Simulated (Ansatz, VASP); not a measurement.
**MgSiN: VASP beside Ansatz**

The input INCAR:

```
SYSTEM = MgSiN
PREC = Accurate ; ENCUT = 520
EDIFF = 1E-6 ; ISMEAR = 0
SIGMA = 0.1 ; LREAL = .FALSE.
LASPH = .TRUE. ; NELM = 100
ALGO = Normal ; ISIF = 2
LWAVE = .FALSE. ; LCHARG = .TRUE.
GGA = PE ; LELF = .TRUE.
LVHAR = .TRUE. ; NBANDS = 20
```

The input KPOINTS:

```
regular mesh
0
G
  6 6 4
  0 0 0
```

POSCAR

```
MgSiN
1.0
    3.4860761800      0.0000000000      0.0000000000
    0.0000000000      3.4860761800      0.0000000000
    0.0000000000      0.0000000000      5.8466376200
Mg Si N
2 2 2
Direct
    0.5000000000      0.0000000000      0.1748200100
    0.0000000000      0.5000000000      0.8251799900
    0.5000000000      0.0000000000      0.6298999800
    0.0000000000      0.5000000000      0.3701000200
    0.5000000000      0.5000000000      0.0000000000
    0.0000000000      0.0000000000      0.0000000000
```

Input for Ansatz:

```yaml
crystal:
  lattice:
    - [3.48607618, 0.0, 0.0]
    - [0.0, 3.48607618, 0.0]
    - [0.0, 0.0, 5.84663762]
  atoms:
    - { symbol: Mg, position: [0.5, 0.0, 0.17482001] }
    - { symbol: Mg, position: [0.0, 0.5, 0.82517999] }
    - { symbol: Si, position: [0.5, 0.0, 0.62989998] }
    - { symbol: Si, position: [0.0, 0.5, 0.37010002] }
    - { symbol: "N", position: [0.5, 0.5, 0.0] }
    - { symbol: "N", position: [0.0, 0.0, 0.0] }
basis:
  ecutwfc: 420
kpoints:
  mp_grid: { grid: [6, 6, 4] }
hamiltonian:
  xc: pbe
scf:
  occupations: { method: gaussian, width: 0.1 }
  lower_state_search: "off"
output:
  forces: true
  stress: true
  eigenvalues: true
```

Change from the starting cell: species swapped into the CeClO type (P4/nmm, No. 129).

Alike in both runs: task single point; functional PBE; k mesh 6 × 6 × 4; occupations gaussian, width 0.1 eV; no spin polarisation.

|  | VASP | Ansatz |
| --- | --- | --- |
| version | VASP 6.6.1 | Ansatz 0.2.0 |
| potentials or method | VASP PAW PBE potentials, release 64 (Mg, Si, N) | scalar-relativistic, plane waves, PAW |
| plane-wave cutoff (eV) | 520 | 420 |
| valence electrons in the cell | 22 | 38 |

```tsv
	VASP	Ansatz	Ansatz less VASP
gap on the k mesh at the Fermi level (eV)	none	none	-
pressure (GPa)	18.3	18.3	+0.05
largest component of the traceless stress (GPa)	5.54	5.56	+0.024
rms of the force components (eV/Å)	0.366	0.367	+0.0013
```

Atom by atom the forces differ by 0.004 eV/Å (rms over components). A gap of «none» marks a metal or a gap that the smearing closes. The two sets of potentials don't hold the same shells in valence.

Caveats: so large a pressure means that the cell lies far from this level's equilibrium, or that cutoff or potentials fall short (VASP); forces of over 1 eV/Å show positions far from the minimum, so gaps and moduli don't describe the material at rest.
